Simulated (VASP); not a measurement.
# CdS (P6_3mc) in VASP: band structure with PBE

Aim: the band structure of CdS with PBE.

All numbers are computed with VASP 6.6.1; they aren't measurements. Logs are shortened: lines on timing, memory, paths and dates and some standing lists are left out, and cuts for length are marked.

**Measured values to compare with.**

“Isotope dependence of band-gap energy”, 2008, arxiv:0807.2152 quotes, for a bulk crystal of CdS: band gap 2.5809 ± 0.0002 eV.

How close the calculation comes is told below.

**1. The crystal as given**

The structure is hexagonal, space group P6_3mc (No. 186). Conventional cell: a = 4.205 Å, b = 4.205 Å, c = 6.843 Å, α = 90.00°, β = 90.00°, γ = 120.00°. Cd (site symmetry 3m) is surrounded by 4 S at 2.57 to 2.58 Å. Around S (site symmetry 3m) lie 4 Cd at 2.57 to 2.58 Å.

**2. Band structure, PBE**

INCAR

```
SYSTEM = CdS
  PREC = Accurate
  ENCUT = 900
  EDIFF = 1E-7
  ISMEAR = 0
  SIGMA = 0.02
  LREAL = .False.
  LASPH = .True.
  NELM = 100
  ALGO = Fast
  ISIF = 2
  LWAVE = .False.
  LCHARG = .False.
  GGA = PE
  NBANDS = 26
```

KPOINTS

```
Automatic mesh
0
Gamma
  9 9 6
  0 0 0
```

POSCAR

```
CdS                                     
1.0
    4.2047818710      0.0000000000      0.0000000000
   -2.1023909355      3.6414479221      0.0000000000
    0.0000000000      0.0000000000      6.8432082819
  Cd              S             
     2     2
Direct
     0.3333333300000021    0.6666666699999979    0.9992490346822578
     0.6666666699999979    0.3333333300000021    0.4992490346822578
     0.3333333300000021    0.6666666699999979    0.3757509653177422
     0.6666666699999979    0.3333333300000021    0.8757509653177422
```

KPOINTS_OPT

```
path GMKGALHA,LM,KH
20
line-mode
reciprocal
 0.0000000000  0.0000000000  0.0000000000  G
 0.5000000000  0.0000000000  0.0000000000  M

 0.5000000000  0.0000000000  0.0000000000  M
 0.3333333333  0.3333333333  0.0000000000  K

 0.3333333333  0.3333333333  0.0000000000  K
 0.0000000000  0.0000000000  0.0000000000  G

 0.0000000000  0.0000000000  0.0000000000  G
 0.0000000000  0.0000000000  0.5000000000  A

 0.0000000000  0.0000000000  0.5000000000  A
 0.5000000000  0.0000000000  0.5000000000  L

 0.5000000000  0.0000000000  0.5000000000  L
 0.3333333333  0.3333333333  0.5000000000  H

 0.3333333333  0.3333333333  0.5000000000  H
 0.0000000000  0.0000000000  0.5000000000  A

 0.5000000000  0.0000000000  0.5000000000  L
 0.5000000000  0.0000000000  0.0000000000  M

 0.3333333333  0.3333333333  0.0000000000  K
 0.3333333333  0.3333333333  0.5000000000  H
```

Potentials or basis: VASP PAW PBE potentials, release 64 (Cd, S_h).

Launch:

```bash
$ cat potpaw_PBE.64/Cd/POTCAR potpaw_PBE.64/S_h/POTCAR > POTCAR
$ mpirun -np 1 vasp_std > vasp.out
```

OUTCAR:

```text
SYSTEM = CdS
   PREC = Accurate
   ENCUT = 900
   EDIFF = 1E-7
   ISMEAR = 0
   LREAL = .False.
   LASPH = .True.
   NELM = 100
   ISIF = 2
   GGA = PE

 ion  position               nearest neighbor table
   1  0.333  0.667  0.999-   4 2.57   4 2.57   4 2.57   3 2.58
   2  0.667  0.333  0.499-   3 2.57   3 2.57   3 2.57   4 2.58
   3  0.333  0.667  0.376-   2 2.57   2 2.57   2 2.57   1 2.58
   4  0.667  0.333  0.876-   1 2.57   1 2.57   1 2.57   2 2.58

  LATTYP: Found a hexagonal cell.
 ALAT       =     4.2047818710
 C/A-ratio  =     1.6274823503

  Lattice vectors:

 A1 = (   4.2047818710,   0.0000000000,   0.0000000000)
 A2 = (  -2.1023909355,   3.6414479221,   0.0000000000)
 A3 = (   0.0000000000,   0.0000000000,   6.8432082819)

Analysis of symmetry for initial positions (statically):
=====================================================================
 Subroutine PRICEL returns:
 Original cell was already a primitive cell.

 Routine SETGRP: Setting up the symmetry group for a
 hexagonal supercell.

 Subroutine GETGRP returns: Found 12 space group operations
 (whereof  6 operations were pure point group operations)
 out of a pool of 24 trial point group operations.

The static configuration has the point symmetry C_3v.
 The point group associated with its full space group is C_6v.

Analysis of symmetry for dynamics (positions and initial velocities):
=====================================================================
 Subroutine PRICEL returns:
 Original cell was already a primitive cell.

 Routine SETGRP: Setting up the symmetry group for a
 hexagonal supercell.

 Subroutine GETGRP returns: Found 12 space group operations
 (whereof  6 operations were pure point group operations)
 out of a pool of 24 trial point group operations.

The dynamic configuration has the point symmetry C_3v.
 The point group associated with its full space group is C_6v.

 Subroutine INISYM returns: Found 12 space group operations
 (whereof  6 operations are pure point group operations),
 and found     1 'primitive' translations

----------------------------------------------------------------------------------------

                                     Primitive cell

  volume of cell :     104.7797

  direct lattice vectors                    reciprocal lattice vectors
     4.204781871  0.000000000  0.000000000     0.237824465  0.137308019  0.000000000
    -2.102390935  3.641447922  0.000000000     0.000000000  0.274616038  0.000000000
     0.000000000  0.000000000  6.843208282     0.000000000  0.000000000  0.146130288

  length of vectors
     4.204781871  4.204781875  6.843208282     0.274616038  0.274616038  0.146130288

  position of ions in fractional coordinates (direct lattice)
     0.333333330  0.666666670  0.999249035
     0.666666670  0.333333330  0.499249035
     0.333333330  0.666666670  0.375750965
     0.666666670  0.333333330  0.875750965

  ion indices of the primitive-cell ions
   primitive index   ion index
                 1           1
                 2           2
                 3           3
                 4           4

----------------------------------------------------------------------------------------

 KPOINTS: Automatic mesh

Automatic generation of k-mesh.
 Grid dimensions read from file:
 generate k-points for:    9    9    6

 Generating k-lattice:

  Cartesian coordinates                     Fractional coordinates (reciprocal lattice)
     0.026424941  0.015256447  0.000000000     0.111111111  0.000000000  0.000000000
     0.000000000  0.030512893  0.000000000     0.000000000  0.111111111  0.000000000
     0.000000000  0.000000000  0.024355048     0.000000000  0.000000000  0.166666667

  Length of vectors
     0.030512893  0.030512893  0.024355048

  Shift w.r.t. Gamma in fractional coordinates (k-lattice)
     0.000000000  0.000000000  0.000000000

 Subroutine IBZKPT returns following result:
 ===========================================

 Found     48 irreducible k-points:

 Following reciprocal coordinates:
            Coordinates               Weight
  0.000000  0.000000  0.000000      1.000000
  0.111111  0.000000  0.000000      6.000000
  0.222222 -0.000000  0.000000      6.000000
  0.333333  0.000000  0.000000      6.000000
  0.444444 -0.000000  0.000000      6.000000
  0.111111  0.111111  0.000000      6.000000
[... 16 lines left out ...]
  0.333333  0.222222  0.166667     24.000000
  0.333333  0.333333  0.166667      4.000000
 [... further k-points ...]
   k-points           NKPTS =     48   k-points in BZ     NKDIM =     48   number of bands    NBANDS=     26
   number of dos      NEDOS =    301   number of ions     NIONS =      4
   total plane-waves  NPLWV = 123480
   dimension x,y,z NGX =    42 NGY =   42 NGZ =   70
   dimension x,y,z NGXF=    84 NGYF=   84 NGZF=  140
   ions per type =               2   2
   NGX,Y,Z   is equivalent  to a cutoff of  16.61, 16.61, 17.01 a.u.
   NGXF,Y,Z  is equivalent  to a cutoff of  33.21, 33.21, 34.01 a.u.
 SYSTEM =  CdS
   PREC   = accura    normal or accurate (medium, high low for compatibility)
   ISTART =      0    job   : 0-new  1-cont  2-samecut
   ICHARG =      2    charge: 1-file 2-atom 10-const
   ISPIN  =      1    spin polarized calculation?
   LNONCOLLINEAR =      F non collinear calculations
   LSORBIT =      F    spin-orbit coupling
   LASPH  =      T    aspherical Exc in radial PAW
   ENCUT  =  900.0 eV  66.15 Ry    8.13 a.u.  10.29 10.29 16.74*2*pi/ulx,y,z
   NELM   =    100;   NELMIN=  2; NELMDL= -5     # of ELM steps
   EDIFF  = 0.1E-06   stopping-criterion for ELM
   LREAL  =      F    real-space projection
   EDIFFG = 0.1E-05   stopping-criterion for IOM
   NSW    =      0    number of steps for IOM
   IBRION =     -1    ionic relax: 0-MD 1-quasi-New 2-CG
   NFREE  =      0    steps in history (QN), initial steepest desc. (CG)
   ISIF   =      2    stress and relaxation
   ISYM   =      2    0-nonsym 1-usesym 2-fastsym
   POTIM  = 0.5000    time-step for ionic-motion
   TEBEG  =    0.0;   TEEND  =   0.0 temperature during run
   PSTRESS=    0.0 pullay stress
   NELECT =      36.0000    total number of electrons
   NUPDOWN=      -1.0000    fix difference up-down
   EMIN   =  10.00;   EMAX   =-10.00  energy-range for DOS
   EFERMI =   0.00;   METHOD = LEGACY
   ISMEAR =     0;   SIGMA  =   0.02  broadening in eV -4-tet -1-fermi 0-gaus
   EFERMI_NEDOS =   21; number of points for ismear=-14 and -15
   IALGO  =     68    algorithm
   IMIX   =      4    mixing-type and parameters
     AMIX     =   0.40;   BMIX     =  1.00
     AMIX_MAG =   1.60;   BMIX_MAG =  1.00
  volume/ion in A,a.u.               =      26.19       176.77
  Fermi-wavevector in a.u.,A,eV,Ry     =   1.146612  2.166783 17.887845  1.314720
  Thomas-Fermi vector in A             =   2.283296
   LORBIT       =      0    0 simple, 1 ext, 2 COOP (PROOUT), +10 PAW based schemes
   GGA     = PE    functional components
   LHFCALC =     F    Hartree Fock is set to
   AEXX    =    0.0000 exact exchange contribution
   IVDW    =     0    specifies the selected vdW correction
   LEPSILON=     F    determine dielectric tensor
   LRPA    =     F    only Hartree local field effects (RPA)
 non-spin polarized calculation
 RMM-DIIS sequential band-by-band and
 Gauss-broadening in eV      SIGMA  =   0.02
  energy-cutoff  :      900.00
  volume of cell :      104.78
 maximum number of plane-waves:      6456
 NGX is ok and might be reduce to    42
   NGX = 21   NGY = 21   NGZ = 33

 number of electron      35.9999997 magnetization

 Free energy of the ion-electron system (eV)
  ---------------------------------------------------
  ext. energy  EPLUGINS =         0.00000000
  ---------------------------------------------------
  free energy    TOTEN  =       -12.29788358 eV

  energy without entropy =      -12.29788358  energy(sigma->0) =      -12.29788358

 E-fermi :   1.2199     XC(G=0):  -8.9256

 val. band max:        1.0904449484   @ k =   0.0000   0.0000   0.0000
 cond. band min:       2.1887764278   @ k =   0.0000   0.0000   0.0000
 fundamental gap:      1.0983314795
 Fermi energy:         1.2198679902

 k-point     1 :       0.0000    0.0000    0.0000
  band No.  band energies     occupation
      1     -10.9647      2.00000
      2     -10.5825      2.00000
      3      -6.4412      2.00000
      4      -6.4353      2.00000
      5      -6.4353      2.00000
      6      -6.3621      2.00000
[... 18 lines left out ...]
     25       8.6172      0.00000
     26       8.6201      0.00000

 k-point     2 :       0.1111    0.0000    0.0000
  band No.  band energies     occupation
      1     -10.9256      2.00000
      2     -10.5652      2.00000
      3      -6.4295      2.00000
      4      -6.4195      2.00000
      5      -6.4032      2.00000
      6      -6.3437      2.00000
[... 18 lines left out ...]
     25       8.5390      0.00000
     26       8.8680      0.00000

 k-point     3 :       0.2222   -0.0000    0.0000
  band No.  band energies     occupation
      1     -10.8234      2.00000
      2     -10.5241      2.00000
      3      -6.3956      2.00000
      4      -6.3836      2.00000
      5      -6.3182      2.00000
      6      -6.2844      2.00000
[... 18 lines left out ...]
     25       8.8028      0.00000
     26       9.5564      0.00000

 k-point     4 :       0.3333    0.0000    0.0000
  band No.  band energies     occupation
      1     -10.6985      2.00000
      2     -10.4854      2.00000
      3      -6.3658      2.00000
      4      -6.3524      2.00000
      5      -6.2399      2.00000
      6      -6.2219      2.00000
[... 18 lines left out ...]
     25       9.3764      0.00000
     26       9.7398      0.00000

 k-point     5 :       0.4444   -0.0000    0.0000
  band No.  band energies     occupation
      1     -10.6056      2.00000
      2     -10.4715      2.00000
      3      -6.3526      2.00000
      4      -6.3385      2.00000
      5      -6.1864      2.00000
      6      -6.1831      2.00000
[... 18 lines left out ...]
     25       9.4402      0.00000
     26      10.7638      0.00000

 k-point     6 :       0.1111    0.1111    0.0000
  band No.  band energies     occupation
      1     -10.8549      2.00000
      2     -10.5360      2.00000
      3      -6.4034      2.00000
      4      -6.3956      2.00000
      5      -6.3435      2.00000
      6      -6.3126      2.00000
[... 427 lines left out ...]
 k-point    21 :       0.4444    0.1111    0.1667
  band No.  band energies     occupation
      1     -10.5683      2.00000
      2     -10.4771      2.00000
      3      -6.3446      2.00000
      4      -6.3248      2.00000
      5      -6.2054      2.00000
      6      -6.1871      2.00000
[... 18 lines left out ...]
     25       9.4192      0.00000
     26      10.8169      0.00000

 k-point    22 :       0.2222    0.2222    0.1667
  band No.  band energies     occupation
      1     -10.6259      2.00000
      2     -10.4834      2.00000
      3      -6.3549      2.00000
      4      -6.3194      2.00000
      5      -6.2342      2.00000
      6      -6.2158      2.00000
[... 18 lines left out ...]
     25       9.0041      0.00000
     26      10.1378      0.00000

 k-point    23 :       0.3333    0.2222    0.1667
  band No.  band energies     occupation
      1     -10.5498      2.00000
      2     -10.4787      2.00000
      3      -6.3557      2.00000
      4      -6.2882      2.00000
      5      -6.2156      2.00000
      6      -6.1876      2.00000
[... 18 lines left out ...]
     25       9.5858      0.00000
     26      10.2946      0.00000

 k-point    24 :       0.3333    0.3333    0.1667
  band No.  band energies     occupation
      1     -10.5006      2.00000
      2     -10.5006      2.00000
      3      -6.3613      2.00000
      4      -6.2396      2.00000
      5      -6.2396      2.00000
      6      -6.1806      2.00000
[... 18 lines left out ...]
     25      10.0549      0.00000
     26      10.2597      0.00000

 [... further k-points ...]
[... 5 lines left out ...]
  --------------------------------------------------------------------------------------
  -------------------------------------------------------------------------------------
  Total       -0.0051807     -0.0051807     -0.0009148      0.0000000     -0.0000000      0.0000000
  in kB       -0.0792182     -0.0792182     -0.0139882      0.0000000     -0.0000000      0.0000000
  external PRESSURE =      -0.0574749 kB  Pullay stress =       0.0000000 kB

 VOLUME and BASIS-vectors are now :
 -----------------------------------------------------------------------------
  energy-cutoff  :      900.00
  volume of cell :      104.78
      direct lattice vectors                 reciprocal lattice vectors
     4.204781871  0.000000000  0.000000000     0.237824465  0.137308019  0.000000000
    -2.102390935  3.641447922  0.000000000     0.000000000  0.274616038  0.000000000
     0.000000000  0.000000000  6.843208282     0.000000000  0.000000000  0.146130288

 POSITION                                       TOTAL-FORCE (eV/Angst)
 -----------------------------------------------------------------------------------
     -0.00000      2.42763      6.83807         0.000000      0.000000     -0.001073
      2.10239      1.21382      3.41647        -0.000000     -0.000000     -0.001073
     -0.00000      2.42763      2.57134         0.000000     -0.000000      0.001073
      2.10239      1.21382      5.99295        -0.000000      0.000000      0.001073
 -----------------------------------------------------------------------------------
    total drift:                               -0.000012      0.000007     -0.000077

  FREE ENERGIE OF THE ION-ELECTRON SYSTEM (eV)
  ---------------------------------------------------
  free  energy   TOTEN  =       -12.2978835796 eV

  energy  without entropy=      -12.2978835796  energy(sigma->0) =      -12.29788358
```

Wall time 6.9 min (1 thread of Intel Xeon 6975P-C (Granite Rapids), shared host); peak memory 0.6 GiB.

What came out:

- Free energy: -12.2979 eV
- Pressure: 0.0 GPa
- Band gap on the k mesh: 1.10 eV, direct
- Band gap along the path: 1.10 eV, direct

Levels at the corners of the path, in eV from the valence-band top:
```csv
point,band 15,band 16,band 17,band 18,band 19,band 20,band 21,band 22
Γ,-0.69,-0.04,0.00,0.00,1.10,2.73,6.47,6.47
M,-2.43,-1.70,-1.17,-0.69,3.61,3.87,5.12,6.23
M,-2.43,-1.70,-1.17,-0.69,3.61,3.87,5.12,6.23
K,-2.83,-1.69,-1.69,-1.50,4.76,4.91,4.91,7.08
K,-2.83,-1.69,-1.69,-1.50,4.76,4.91,4.91,7.08
Γ,-0.69,-0.04,0.00,0.00,1.10,2.73,6.47,6.47
Γ,-0.69,-0.04,0.00,0.00,1.10,2.73,6.47,6.47
A,-0.35,-0.35,-0.35,-0.35,2.74,2.74,6.12,6.12
A,-0.35,-0.35,-0.35,-0.35,2.74,2.74,6.12,6.12
L,-1.22,-1.22,-1.21,-1.21,3.45,3.45,5.34,5.34
L,-1.22,-1.22,-1.21,-1.21,3.45,3.45,5.34,5.34
H,-2.22,-2.22,-1.02,-1.02,4.28,4.28,6.11,6.11
H,-2.22,-2.22,-1.02,-1.02,4.28,4.28,6.11,6.11
A,-0.35,-0.35,-0.35,-0.35,2.74,2.74,6.12,6.12
L,-1.22,-1.22,-1.21,-1.21,3.45,3.45,5.34,5.34
M,-2.43,-1.70,-1.17,-0.69,3.61,3.87,5.12,6.23
K,-2.83,-1.69,-1.69,-1.50,4.76,4.91,4.91,7.08
H,-2.22,-2.22,-1.02,-1.02,4.28,4.28,6.11,6.11
```

**3. How close it comes**

Step 2. Against the measured gap of CdS, 2.5809 eV (quoted in “Isotope dependence of band-gap energy”, 2008, arxiv:0807.2152), the calculated 1.10 eV is off by -1.48 eV. So large a miss can be the level of theory's own, or it may mean another phase, state or a wrong row. Spin-orbit coupling on Cd is left out. The value is that of PBE, without temperature or zero-point motion. Semilocal functionals fall short of measured gaps as a rule.
